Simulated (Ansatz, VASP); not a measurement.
# SiC (Moissanite) in VASP and in Ansatz

The input INCAR:

```
PREC = Accurate
ENCUT = 520
EDIFF = 1E-7
ISMEAR = -1
SIGMA = 0.05
LREAL = False
LASPH = True
NELM = 60
ALGO = Normal
ISIF = 2
LWAVE = False
LCHARG = False
GGA = PE
NBANDS = 16
```

The input KPOINTS:

```
Automatic mesh
0
Gamma
  10 10 5
```

File POSCAR:

```
SiC
1.0
    3.1363290418      0.0000000000      0.0000000000
   -1.5681645209      2.7161406248      0.0000000000
    0.0000000000      0.0000000000      5.1470055276
Si C
2 2
Direct
    0.6666666667      0.3333333333      0.5000000000
    0.3333333333      0.6666666667      0.0000000000
    0.6666666667      0.3333333333      0.8850000000
    0.3333333333      0.6666666667      0.3850000000
```

Contents of input.yaml:

```yaml
crystal:
  lattice:
    - [3.1363290418, 0.0, 0.0]
    - [-1.5681645209, 2.7161406248, 0.0]
    - [0.0, 0.0, 5.1470055276]
  atoms:
    - { symbol: Si, position: [0.6666666667, 0.3333333333, 0.5] }
    - { symbol: Si, position: [0.3333333333, 0.6666666667, 0.0] }
    - { symbol: C, position: [0.6666666667, 0.3333333333, 0.885] }
    - { symbol: C, position: [0.3333333333, 0.6666666667, 0.385] }
hamiltonian:
  xc: pbe
  pseudopotentials: { kind: paw }
kpoints:
  mp_grid: { grid: [10, 10, 5] }
scf:
  occupations: { method: fermi_dirac, width: 0.05 }
output:
  forces: true
  stress: true
  eigenvalues: true
```

Change from the starting cell: volume scaled by 1.06.

Alike in both runs: task single point; functional PBE; k mesh 10 × 10 × 5; occupations fermi-dirac, width 0.05 eV; no spin polarisation.

```csv
,VASP,Ansatz
version,VASP 6.6.1,Ansatz 0.2.0
potentials or method,"VASP PAW PBE potentials, release 64 (Si, C)",Ansatz PAW
plane-wave cutoff (eV),520,420
valence electrons in the cell,16,16
```

VASP gave:

```
gap on the k mesh at the Fermi level (eV)       : 2.48
least direct gap on the mesh (eV)               : 3.96
pressure (GPa)                                  : -8.2
largest component of the traceless stress (GPa) : 1.78
rms of the force components (eV/Å)              : 0.385
```

Problem. Estimate Ansatz's values.

Solution. gap on the k mesh at the Fermi level (eV): 2.49; least direct gap on the mesh (eV): 3.96; pressure (GPa): -8.1; largest component of the traceless stress (GPa): 1.78; rms of the force components (eV/Å): 0.384.

Atom by atom the forces differ by 0.000 eV/Å (rms over components).

Caveats: an odd mesh through Γ misses points on the zone boundary, where band edges often lie (VASP); odd divisions of the mesh miss points on the zone boundary, where band edges often lie, so the gap on the mesh can be too wide (Ansatz).
